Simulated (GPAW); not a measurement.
A run of GPAW 26.7.0 is set up as follows.

run.py

```python
from ase import Atoms
from ase.dft.bandgap import bandgap
from ase.io import write
from ase.units import Bohr, GPa
from gpaw import GPAW, PW
from gpaw.elf import elf_from_dft_calculation

atoms = Atoms(['Ga', 'P'],
              cell=[[0.0, 2.72525, 2.72525],
                    [2.72525, 0.0, 2.72525],
                    [2.72525, 2.72525, 0.0]],
              scaled_positions=[[0.0, 0.0, 0.0],
                                [0.75, 0.75, 0.75]],
              pbc=True)

calc = GPAW(mode=PW(600),
            xc='PBE',
            kpts={'size': (8, 8, 8), 'gamma': True},
            occupations={'name': 'fermi-dirac', 'width': 0.05},
            nbands=11,
            convergence={'density': 1e-05, 'energy': 1e-05},
            maxiter=150,
            txt='gpaw.txt')
atoms.calc = calc
energy = atoms.get_potential_energy()
forces = atoms.get_forces()
stress = atoms.get_stress()
calc.write('gs.gpw')
write('result.traj', atoms)
print(f'Energy: {energy:.6f} eV')
print('Forces (eV/A):')
print(forces.round(4))
print('Stress (GPa):', (stress / GPa).round(3))
print('Fermi level:', round(calc.get_fermi_level(), 4), 'eV')
print(f'Gap: {bandgap(calc)[0]:.4f} eV, direct: {bandgap(calc, direct=True)[0]:.4f} eV')

# fields on the real-space grid
write('density.cube', atoms, data=calc.get_pseudo_density() * Bohr**3)
write('potential.cube', atoms, data=calc.get_electrostatic_potential())
write('elf.cube', atoms, data=elf_from_dft_calculation(calc).data)

path = atoms.cell.bandpath('GXWKGLUWLK,UX', npoints=80, eps=1e-4)
bs_calc = calc.fixed_density(kpts=path, symmetry='off', nbands=21,
                             convergence={'bands': 'CBM+6.0', 'eigenstates': 1e-6}, txt='bands.txt')
bs = bs_calc.band_structure()
bs.write('bs.json')
print(f'Gap on the path: {bandgap(bs_calc)[0]:.4f} eV')
```

Potentials or basis: GPAW PAW data sets (gpaw-data 1.2.1), pw.

Run with:

```bash
$ OMP_NUM_THREADS=1 python run.py
```

What does it give for the pressure?

4.5 GPa.

Predict the band gap along the path.

1.62 eV, indirect (least direct gap 1.89 eV).

Levels at the corners of the path, in eV from the valence-band top:
```tsv
point	band 2	band 3	band 4	band 5	band 6	band 7
Γ	0.00	0.00	0.00	1.89	3.93	3.93
X	-6.72	-2.66	-2.66	1.67	1.85	10.64
W	-6.49	-3.59	-3.40	4.73	4.92	6.16
K	-6.50	-3.93	-2.24	2.22	4.84	8.28
Γ	0.00	0.00	0.00	1.89	3.93	3.93
L	-6.60	-1.11	-1.11	1.73	4.75	4.75
U	-6.50	-3.93	-2.24	2.22	4.84	8.28
W	-6.49	-3.59	-3.40	4.73	4.92	6.16
L	-6.60	-1.11	-1.11	1.73	4.75	4.75
K	-6.50	-3.93	-2.24	2.22	4.84	8.28
U	-6.50	-3.93	-2.24	2.22	4.84	8.28
X	-6.72	-2.66	-2.66	1.67	1.85	10.64
```

**Measured values to compare with.**

“Stacking defects in GaP nanowires: Electronic structure and optical properties”, 2018, arxiv:1810.01194 quotes, for a bulk crystal of GaP at 10 K: band gap 2.34 eV (indirect).

Against the measured gap of GaP, 2.34 eV (indirect; 10 K; quoted in “Stacking defects in GaP nanowires: Electronic structure and optical properties”, 2018, arxiv:1810.01194), the calculated 1.62 eV is off by -0.72 eV. Spin-orbit coupling on Ga is left out. The value is that of PBE, without temperature or zero-point motion. Semilocal functionals fall short of measured gaps as a rule.
